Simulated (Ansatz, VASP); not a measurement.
# As in VASP and in Ansatz

```xyz
2
Lattice="3.5186 0.0000 0.0000 -1.7593 3.0472 0.0000 0.0000 0.0000 26.6000" Properties=species:S:1:pos:R:3 pbc="T T T"
As    0.0000    2.0315    7.0022
As    1.7593    1.0157    8.3978
```

Alike in both runs: functional PBEsol; dispersion D3(BJ); k mesh 12 × 12 × 1; occupations gaussian, width 0.03 eV; no spin polarisation.

Ansatz relaxed the structure, and its values are those at the end. VASP's run is a single point on that final structure, the one shown.

|  | VASP | Ansatz |
| --- | --- | --- |
| version | VASP 6.6.1 | Ansatz 0.2.0 |
| potentials or method | VASP PAW PBE potentials, release 64 (As) | scalar-relativistic, plane waves, PAW |
| plane-wave cutoff (eV) | 520 | 420 |
| valence electrons in the cell | 10 | 30 |

```tsv
	VASP	Ansatz	Ansatz less VASP
gap on the k mesh at the Fermi level (eV)	1.41	1.41	-0.004
least direct gap on the mesh (eV)	2.15	2.16	+0.008
rms of the force components (eV/Å)	0.068	0.000	-0.0682
```

The functional is the same, so the differences come from potentials, cutoffs and numerics. The two sets of potentials don't hold the same shells in valence. Ansatz warned: «pseudo_functional_mismatch».

Caveats: the PAW data sets were made with another functional, which shifts forces and pressure a little (VASP). A hybrid or GW would open this gap; PBEsol tends to underestimate it.
